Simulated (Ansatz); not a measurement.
# Ga (P2_1/m) in Ansatz: a series of runs

One crystal, Ga, is run at these levels: LDA; tasks: single point, equation of state.

All numbers are computed with Ansatz 0.2.0; they aren't measurements. Logs are shortened: lines on timing, memory, paths and dates and some standing lists are left out, and cuts for length are marked.

## Step 1: The crystal as given

The structure is monoclinic, space group P2_1/m (No. 11). Conventional cell: a = 2.778 Å, b = 3.282 Å, c = 4.210 Å, α = 90.00°, β = 108.61°, γ = 90.00°. Ga (site symmetry m) is surrounded by 8 Ga at 2.71 to 2.84 Å.

This isn't the form of Ga at room conditions, which is orthorhombic.

## Step 2: Single point, LDA, 17.10 Å³/atom (volume scaled by 0.94)

The input, input.yaml:

```yaml
crystal:
  lattice:
    - [2.7217036785, 0.0, 0.0]
    - [0.0, 3.2146183849, 0.0]
    - [-1.3160064422, 0.0, 3.9088161735]
  atoms:
    - { symbol: Ga, position: [0.13459627, 0.75, 0.77016683] }
    - { symbol: Ga, position: [0.86540373, 0.25, 0.22983317] }
hamiltonian:
  xc: lda
  pseudopotentials: { kind: paw }
kpoints:
  mp_grid: { grid: [10, 8, 7] }
scf:
  occupations: { method: fermi_dirac, width: 0.05 }
output:
  forces: true
  stress: true
  eigenvalues: true
```

Potentials or basis: Ansatz PAW.

Run with:

```
$ ansatz run input.yaml --threads 2 --pin off --max-ram 5632MiB --backend cpu --events-out ev --progress --plain --runs-dir out
```

The program printed:

```text
Warning: RAYON_NUM_THREADS=2 ignored (pool sized by the plan → 2); use --threads N
Engine: ansatz 0.2.0, aarch64-unknown-linux-gnu
Pseudopotentials: kind: paw
Pseudopotential: Ga, paw, valence charge 13, recommended cutoff 420 eV (normal), Ga.paw.azcp
Functional definition: SPW92
  exchange = slater_x
  correlation = pw_c
Crystal: 2 atoms, lattice volume = 34.199 Å³
Basis set: ecut = 420 eV, 671 PW (Γ)
Bands: 17, of which v1, the nominal top of the filled ones, is band 13 counted from 1 (12 counted from 0)
Symmetry: 4 space group operations
Space group: P21/m (ITA 11), of the structure as read, at distance tolerance 3.2e-5 Å
k-points: 180 of 560
Non-local potential: Ga, projectors of the file, l = 0: 2, l = 1: 2, l = 2: 3, l = 3: 1
PAW form: soft (Blöchl's): semilocal exchange-correlation on the pseudo side does not see the compensation charge
PAW frozen core: Ga, regenerated for the run's functional, and the local potential with it (the file was generated under x = pbe(κ = 0.804, μ = 0.2195149727645171), c = pbe(β = 0.06672455060314922))
PAW one-centre angular grid: Ga, 590 points (default); XC on 64 Gauss nodes
Initial density: superposition of atomic densities (neutral atoms: chi_scale 0, normalization atom), corrected by the library's trained network
Initial wavefunctions: pseudopotential atomic-orbital guess
Functional: x = slater, c = lda
SCF iter   1: F=—  HF=-7413.923642 eV  |F-HF|=—  |Δ(HF+E_count)|=         —  Δρ=6.74e-3  dr2=5.61e-3  ethr=1.77e-3  ⟨swp⟩=5.4  Hψ=14273  notcnv=0
preconditioner: auto → Kerker (q_TF=auto, 2.606 Å⁻¹)  [metal: Δε(μ)=0.071 eV  Ē_g=17.655 eV  σ=0.050 eV  W_gap=0.31  n_scr=12 (ndim 8)  ℏωp=32.4 eV  f_vac=0.000  D(μ)=0.53/eV (n_scr^D=2)]
SCF iter   2: F=—  HF=-7413.921522 eV  |F-HF|=—  |Δ(HF+E_count)|=   2.12e-3  Δρ=3.70e-3  dr2=2.08e-3  ethr=2.16e-5  ⟨swp⟩=2.3  Hψ=6430  notcnv=0
SCF iter   3: F=—  HF=-7413.921065 eV  |F-HF|=—  |Δ(HF+E_count)|=   4.57e-4  Δρ=8.35e-4  dr2=1.37e-4  ethr=8.02e-6  ⟨swp⟩=1.0  Hψ=3050  notcnv=0
SCF iter   4: F=—  HF=-7413.920989 eV  |F-HF|=—  |Δ(HF+E_count)|=   7.59e-5  Δρ=3.90e-4  dr2=3.80e-5  ethr=5.28e-7  ⟨swp⟩=2.0  Hψ=4914  notcnv=0
SCF iter   5: F=—  HF=-7413.920986 eV  |F-HF|=—  |Δ(HF+E_count)|=   3.52e-6  Δρ=3.13e-4  dr2=1.28e-5  ethr=1.46e-7  ⟨swp⟩=2.0  Hψ=5383  notcnv=0
SCF iter   6: F=—  HF=-7413.920977 eV  |F-HF|=—  |Δ(HF+E_count)|=   8.24e-6  Δρ=1.66e-4  dr2=3.67e-6  ethr=4.94e-8  ⟨swp⟩=2.0  Hψ=4839  notcnv=0
SCF iter   7: F=—  HF=-7413.920975 eV  |F-HF|=—  |Δ(HF+E_count)|=   2.09e-6  Δρ=4.92e-5  dr2=3.66e-7  ethr=1.41e-8  ⟨swp⟩=2.0  Hψ=4839  notcnv=0
SCF iter   8: F=-7413.920975 eV  HF=-7413.920975 eV  |F-HF|=9.92e-9  |Δ(HF+E_count)|=   2.65e-7  Δρ=5.11e-6  dr2=4.20e-9  ethr=3.85e-10  ⟨swp⟩=5.9  Hψ=15024  notcnv=0
SCF 1 converged in 8 iterations: F = -7413.920975 eV  dr2 = 4.20e-9
SCF converged after 8 iterations
Free energy (F): -7413.920975 eV
Harris-Foulkes:  -7413.920975 eV  (|F-HF|=9.92e-9)
Internal energy: -7413.916568 eV  (E = F + TS)
E sigma→0 (E₀):  -7413.918772 eV
Entropy (-TS):   -0.004407 eV (-2.203 meV/atom)
Fermi energy:    10.694768 eV
--- Per-component energies (eV) ---
  E_band       = -51.723000
  E_kinetic    = 233.015985
  E_local      = -3482.528618  (includes V_loc(G=0)·N_el)
  E_nonlocal   = 848.434480
  E_hartree    = 1642.907520
  E_xc         = -139.701970
  E_vxc        = -119.565312  (∫ρ·V_xc dr)
  E_paw        = -3819.262692  (= ΣΔE_a)
  E_vpaw       = -816.898972  (= ΣTr[D̂ρ^β])
  E_aug_tail   = -0.000250  (compensation charges beyond the density's cutoff)
  E_ewald      = -2700.237984
  E_core_change = 3.456960  (= ΣΔE_core)
  E_smearing   = -0.004407  (= −TS)
  E_closure    = -0.000000  (closes the sum)
  Σ components = -7413.920975   (vs F -7413.920975, Δ=0.00e0)
--- Forces (eV/Å), atoms counted from 1 ---
  atom   1  Ga    -0.01042056     0.00000000    -0.08827950
  atom   2  Ga     0.01042056     0.00000000     0.08827950
  max |Σ_I F_I| component: 1.39e-17 eV/Å
--- Stress (GPa, compression-positive) ---
        1.569668       0.000000      -0.432747
        0.000000       0.256132       0.000000
       -0.432747       0.000000       1.140321
  P = ⅓ Tr σ = 0.9887 GPa (9.887 kbar)
--- Band table (eV; the first three rows and the last of 180) ---
  k-point 0: bands = ["-4.6557", "-4.6402", "-4.5839", "-4.5663", "-4.2678", "-4.2621", "-4.2016", "-4.1899", "-4.1880", "-4.0271", "-1.2126", "8.4455", "9.3287", "12.5097", "16.5181", "20.2303", "21.4328"]
  k-point 1: bands = ["-4.6631", "-4.6134", "-4.6016", "-4.5165", "-4.2978", "-4.2750", "-4.2047", "-4.1769", "-4.1690", "-4.0610", "-1.0123", "6.2599", "11.7714", "12.7463", "16.8004", "19.4276", "20.2917"]
  k-point 2: bands = ["-4.6987", "-4.5502", "-4.5372", "-4.4662", "-4.3353", "-4.2959", "-4.2542", "-4.1589", "-4.1504", "-4.1255", "-0.4113", "4.0443", "13.4380", "14.5271", "17.8433", "18.1862", "18.6005"]
  k-point 179: bands = ["-4.6143", "-4.6143", "-4.5354", "-4.5354", "-4.2839", "-4.2839", "-4.2038", "-4.2038", "-4.0565", "-4.0565", "7.7455", "7.7455", "9.0254", "9.0254", "12.4284", "12.4284", "15.6360"]
```

Wall time 3.3 s (2 threads of Arm Neoverse V1, shared host); peak memory 0.35 GiB.

What came out:

```
Free energy            : -7413.9210 eV
Pressure               : 1.0 GPa
Largest force          : 0.089 eV/Å
Band gap on the k mesh : none (metal or under the smearing width)
```

Caveat: the PAW data sets come from PBE, with cores solved anew for the run's functional, which leaves a small shift of forces and pressure.

## Step 3: Single point, LDA, 17.46 Å³/atom (volume scaled by 0.96)

input.yaml, as its differences from that of step 2:

```diff
@@ -2,5 +2,5 @@
   lattice:
-    - [2.7217036785, 0.0, 0.0]
-    - [0.0, 3.2146183849, 0.0]
-    - [-1.3160064422, 0.0, 3.9088161735]
+    - [2.7408712373, 0.0, 0.0]
+    - [0.0, 3.2372572885, 0.0]
+    - [-1.3252743986, 0.0, 3.9363439549]
   atoms:
```

Potentials or basis: Ansatz PAW.

Run with:

```
$ ansatz run input.yaml --threads 2 --pin off --max-ram 5632MiB --backend cpu --events-out ev --progress --plain --runs-dir out
```

Wall time 3.3 s (2 threads of Arm Neoverse V1, shared host); peak memory 0.36 GiB.

It converged, with:

```yaml
Free_energy: -7413.9222 eV
Pressure: -0.4 GPa
Largest_force: 0.081 eV/Å
Band_gap_on_the_k_mesh: none (metal or under the smearing width)
```

Caveat: the PAW data sets come from PBE, with cores solved anew for the run's functional, which leaves a small shift of forces and pressure.

## Step 4: Single point, LDA, 17.83 Å³/atom (volume scaled by 0.98)

input.yaml, as its differences from that of step 3:

```diff
@@ -2,5 +2,5 @@
   lattice:
-    - [2.7408712373, 0.0, 0.0]
-    - [0.0, 3.2372572885, 0.0]
-    - [-1.3252743986, 0.0, 3.9363439549]
+    - [2.7597743949, 0.0, 0.0]
+    - [0.0, 3.2595839063, 0.0]
+    - [-1.3344145108, 0.0, 3.9634920125]
   atoms:
@@ -19 +19,5 @@
   eigenvalues: true
+  write_density: true
+  write_potential: true
+  elf: true
+  volumetric_format: npy
```

Run with:

```
$ ansatz run input.yaml --threads 2 --pin off --max-ram 5632MiB --backend cpu --events-out ev --progress --plain --runs-dir out
```

Run time: 4.3 s. Hardware: 2 threads of Arm Neoverse V1, shared host; peak memory 0.36 GiB.

The run converged. Its results:

```yaml
Free_energy: -7413.9173 eV
Pressure: -1.7 GPa
Largest_force: 0.073 eV/Å
Band_gap_on_the_k_mesh: none (metal or under the smearing width)
```

Caveat: the PAW data sets come from PBE, with cores solved anew for the run's functional, which leaves a small shift of forces and pressure.

## Step 5: Single point, LDA, 18.19 Å³/atom

input.yaml, as its differences from that of step 4:

```diff
@@ -2,5 +2,5 @@
   lattice:
-    - [2.7597743949, 0.0, 0.0]
-    - [0.0, 3.2595839063, 0.0]
-    - [-1.3344145108, 0.0, 3.9634920125]
+    - [2.7784220849, 0.0, 0.0]
+    - [0.0, 3.28160879, 0.0]
+    - [-1.3434310986, 0.0, 3.9902731763]
   atoms:
```

Run with:

```
$ ansatz run input.yaml --threads 2 --pin off --max-ram 5632MiB --backend cpu --events-out ev --progress --plain --runs-dir out
```

Wall time 4.5 s (2 threads of Arm Neoverse V1, shared host); peak memory 0.36 GiB.

It converged, with:

```
Free energy            : -7413.9071 eV
Pressure               : -2.8 GPa
Largest force          : 0.065 eV/Å
Band gap on the k mesh : none (metal or under the smearing width)
```

Caveat: the PAW data sets come from PBE, with cores solved anew for the run's functional, which leaves a small shift of forces and pressure.

## Step 6: Single point, LDA, 18.55 Å³/atom (volume scaled by 1.02)

input.yaml, as its differences from that of step 5:

```diff
@@ -2,5 +2,5 @@
   lattice:
-    - [2.7784220849, 0.0, 0.0]
-    - [0.0, 3.28160879, 0.0]
-    - [-1.3434310986, 0.0, 3.9902731763]
+    - [2.7968227674, 0.0, 0.0]
+    - [0.0, 3.3033419319, 0.0]
+    - [-1.3523282526, 0.0, 4.0166995966]
   atoms:
```

Potentials or basis: Ansatz PAW.

Run with:

```
$ ansatz run input.yaml --threads 2 --pin off --max-ram 5632MiB --backend cpu --events-out ev --progress --plain --runs-dir out
```

It took 4.6 s on 2 threads of Arm Neoverse V1, shared host; peak memory 0.37 GiB.

The run converged. Its results:

```yaml
Free_energy: -7413.8921 eV
Pressure: -3.8 GPa
Largest_force: 0.057 eV/Å
Band_gap_on_the_k_mesh: none (metal or under the smearing width)
```

Caveat: the PAW data sets come from PBE, with cores solved anew for the run's functional, which leaves a small shift of forces and pressure.

## Step 7: Single point, LDA, 18.92 Å³/atom (volume scaled by 1.04)

input.yaml, as its differences from that of step 6:

```diff
@@ -2,5 +2,5 @@
   lattice:
-    - [2.7968227674, 0.0, 0.0]
-    - [0.0, 3.3033419319, 0.0]
-    - [-1.3523282526, 0.0, 4.0166995966]
+    - [2.8149844631, 0.0, 0.0]
+    - [0.0, 3.3247928052, 0.0]
+    - [-1.3611098509, 0.0, 4.0427827924]
   atoms:
```

Run with:

```
$ ansatz run input.yaml --threads 2 --pin off --max-ram 5632MiB --backend cpu --events-out ev --progress --plain --runs-dir out
```

Run time: 4.6 s. Hardware: 2 threads of Arm Neoverse V1, shared host; peak memory 0.37 GiB.

It converged, with:

```
Free energy            : -7413.8729 eV
Pressure               : -4.7 GPa
Largest force          : 0.049 eV/Å
Band gap on the k mesh : none (metal or under the smearing width)
```

Caveat: the PAW data sets come from PBE, with cores solved anew for the run's functional, which leaves a small shift of forces and pressure.

## Step 8: Single point, LDA, 19.28 Å³/atom (volume scaled by 1.06)

input.yaml, as its differences from that of step 7:

```diff
@@ -2,5 +2,5 @@
   lattice:
-    - [2.8149844631, 0.0, 0.0]
-    - [0.0, 3.3247928052, 0.0]
-    - [-1.3611098509, 0.0, 4.0427827924]
+    - [2.8329147839, 0.0, 0.0]
+    - [0.0, 3.3459704005, 0.0]
+    - [-1.3697795742, 0.0, 4.0685336955]
   atoms:
@@ -19,5 +19 @@
   eigenvalues: true
-  write_density: true
-  write_potential: true
-  elf: true
-  volumetric_format: npy
```

Run with:

```
$ ansatz run input.yaml --threads 2 --pin off --max-ram 5632MiB --backend cpu --events-out ev --progress --plain --runs-dir out
```

It took 3.4 s on 2 threads of Arm Neoverse V1, shared host; peak memory 0.36 GiB.

It converged, with:

```yaml
Free_energy: -7413.8499 eV
Pressure: -5.5 GPa
Largest_force: 0.043 eV/Å
Band_gap_on_the_k_mesh: none (metal or under the smearing width)
```

Caveat: the PAW data sets come from PBE, with cores solved anew for the run's functional, which leaves a small shift of forces and pressure.

## Step 9: Equation of state, LDA

Potentials or basis: Ansatz PAW.

This step only gathers the single runs of the series.

Results:

* Equilibrium volume: 17.35 Å³/atom
* Bulk modulus at fixed shape and positions: 65 GPa
* Pressure derivative of the bulk modulus: 4.5

Energy against volume, from the lowest point:
```tsv
volume (Å³/atom)	energy (meV/atom)
17.100	0.59
17.463	0.00
17.827	2.45
18.191	7.55
18.555	15.01
18.919	24.62
19.283	36.13
```

Caveat: the cell was scaled at fixed shape and fractional positions, which overstates the stiffness of a crystal with free parameters, most of all of layers and chains.
